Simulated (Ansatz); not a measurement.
This is a one-shot G0W0 calculation with the PAW code Ansatz on BN built on the zincblende prototype; the level of theory is G0W0@PBE with 20 empty bands, a screening cutoff of 80 eV and a 12×12×12 mesh. Cell and atoms come from a relaxation with r2SCAN.

input.yaml:
```yaml
crystal:
  lattice:
    - [0.0, 1.804825465, 1.804825465]
    - [1.804825465, 0.0, 1.804825465]
    - [1.804825465, 1.804825465, 0.0]
  atoms:
    - { symbol: B, position: [0.0, 0.0, 0.0] }
    - { symbol: "N", position: [0.25, 0.25, 0.25] }
kpoints:
  mp_grid: { grid: [12, 12, 12] }
hamiltonian:
  xc: pbe
scf:
  occupations: { method: fixed }
gw:
  n_empty_bands: 20
  ecut_chi: 80
  qp_bands: [v2, c2]
  qp_kpoints: band_edges
  screening: { model: contour_deformation }
```

Task: It ran on 1 × NVIDIA H100 80GB HBM3 with 2 threads of AMD EPYC 7R13 Processor (Zen 3) (shared host), load about 1.5 per core. About how long did it take, and how much host memory at the peak?

Result: About 9.9 min, with a peak of 1.2 GiB.

Abridged output:
```
Functional definition: PBE
Crystal: 2 atoms, lattice volume = 11.758 Å³
Basis set: ecut = 420 eV, 259 PW (Γ)
Bands: 8, of which v1, the nominal top of the filled ones, is band 4 counted from 1 (3 counted from 0)
Symmetry: 24 space group operations
Space group: F-43m (ITA 216)
k-points: 72 of 1728 (time reversal used)
preconditioner: auto → none  [insulator: Δε(μ)=4.478 eV  ℏωp=30.6 eV]
Free energy (F): -542.273727 eV
Fermi energy:    11.251155 eV
--- G₀W₀: contour deformation, 5 samples at zero and on the imaginary axis and 3 off it, 1728 q-points, 20 empty bands' worth ---
    ik  band        ε_KS         Σx   Σc(E_QP)       V_xc       Z   E_QP_lin       E_QP  E_QP is
     0     3     11.2512   -22.8520     3.2815   -19.3036  0.8315    10.9840    10.9843  root
     0     4     11.2512   -22.8520     3.2815   -19.3036  0.8315    10.9840    10.9843  root
     0     5     20.1034    -7.9841    -5.0222   -14.6971  0.8425    21.8078    21.7942  root
     0     6     20.1034    -7.9841    -5.0222   -14.6971  0.8425    21.8078    21.7942  root
     1     3     11.0703   -22.7653     3.3024   -19.1707  0.8311    10.7777    10.7781  root
     1     4     11.0703   -22.7653     3.3024   -19.1707  0.8311    10.7777    10.7781  root
     1     5     20.3149    -8.4672    -5.0345   -15.1423  0.8411    21.9686    21.9555  root
     1     6     20.3785    -8.0424    -5.0787   -14.8417  0.8411    22.1135    22.0990  root
     2     3     10.6290   -22.6234     3.3737   -18.8970  0.8300    10.2759    10.2764  root
     2     4     10.6290   -22.6234     3.3737   -18.8970  0.8300    10.2759    10.2764  root
     2     5     20.6337    -9.0871    -5.0963   -15.7483  0.8391    22.2109    22.1985  root
     2     6     21.0172    -8.1002    -5.2223   -15.1037  0.8379    22.8151    22.7983  root
     3     3     10.1191   -22.5522     3.4822   -18.6495  0.8283     9.6977     9.6985  root
     3     4     10.1191   -22.5522     3.4822   -18.6495  0.8283     9.6977     9.6985  root
     3     5     20.9398    -9.5027    -5.1502   -16.1740  0.8377    22.4730    22.4609  root
     3     6     21.6273    -8.0278    -5.3566   -15.1980  0.8354    23.4592    23.4408  root
     4     3      9.6835   -22.5495     3.5898   -18.4835  0.8268     9.2062     9.2072  root
     4     4      9.6835   -22.5495     3.5898   -18.4835  0.8268     9.2062     9.2072  root
     4     5     21.2065    -9.8212    -5.1835   -16.4987  0.8368    22.7124    22.7005  root
     4     6     21.9412    -7.8581    -5.3963   -15.0466  0.8353    23.7518    23.7334  root
     5     3      9.3996   -22.5705     3.6654   -18.3939  0.8257     8.8872     8.8884  root
     5     4      9.3996   -22.5705     3.6654   -18.3939  0.8257     8.8872     8.8884  root
     5     5     21.3851   -10.0336    -5.1995   -16.7116  0.8362    22.8754    22.8637  root
     5     6     22.0033    -7.7107    -5.3728   -14.8358  0.8366    23.7731    23.7556  root
     6     3      9.3020   -22.5811     3.6922   -18.3655  0.8253     8.7774     8.7787  root
     6     4      9.3020   -22.5811     3.6922   -18.3655  0.8253     8.7774     8.7787  root
     6     5     21.4471   -10.1076    -5.2040   -16.7851  0.8361    22.9323    22.9206  root
     6     6     21.9964    -7.6565    -5.3560   -14.7467  0.8372    23.7476    23.7306  root
     7     3     10.7016   -22.5534     3.3328   -18.8768  0.8304    10.3573    10.3578  root
     7     4     10.7016   -22.5534     3.3328   -18.8768  0.8304    10.3573    10.3578  root
     7     5     19.7592    -8.0975    -4.9648   -14.6531  0.8438    21.3617    21.3499  root
     7     6     20.8424    -8.2457    -5.1358   -15.1553  0.8389    22.6321    22.6161  root
     8     3     10.1448   -22.3859     3.4241   -18.5428  0.8288     9.7251     9.7258  root
     8     4     10.5901   -22.7401     3.3973   -18.9768  0.8297    10.2236    10.2242  root
     8     5     19.8026    -8.2294    -4.9670   -14.7589  0.8433    21.3766    21.3651  root
     8     6     21.4162    -8.6727    -5.2866   -15.7292  0.8352    23.2032    23.1861  root
  […]
```

The points are ik 0 = (0, 0, 0) (Γ), ik 1 = (0, 0, 0.083), ik 2 = (0, 0, 1/6), ik 3 = (0, 0, 1/4), ik 4 = (0, 0, 1/3), ik 5 = (0, 0, 0.417), ik 6 = (0, 0, -1/2), ik 7 = (0, 0.083, 0.083), ik 8 = (0, 0.083, 1/6), ik 15 = (0, 0.083, -1/4), ik 16 = (0, 0.083, -1/6), ik 17 = (0, 0.083, -0.083); band 4 is the last filled one.

Over the mesh points the PBE gap of 4.48 eV becomes a quasiparticle gap of 5.70 eV (Γ to k = (0, -1/2, -1/2)), a change of +1.22 eV. Renormalisation factors Z lie between 0.80 and 0.86. The G0W0 figures hold for the stated bands, cutoff and mesh and aren't extrapolated.

(Simulation; spin polarisation is off.)
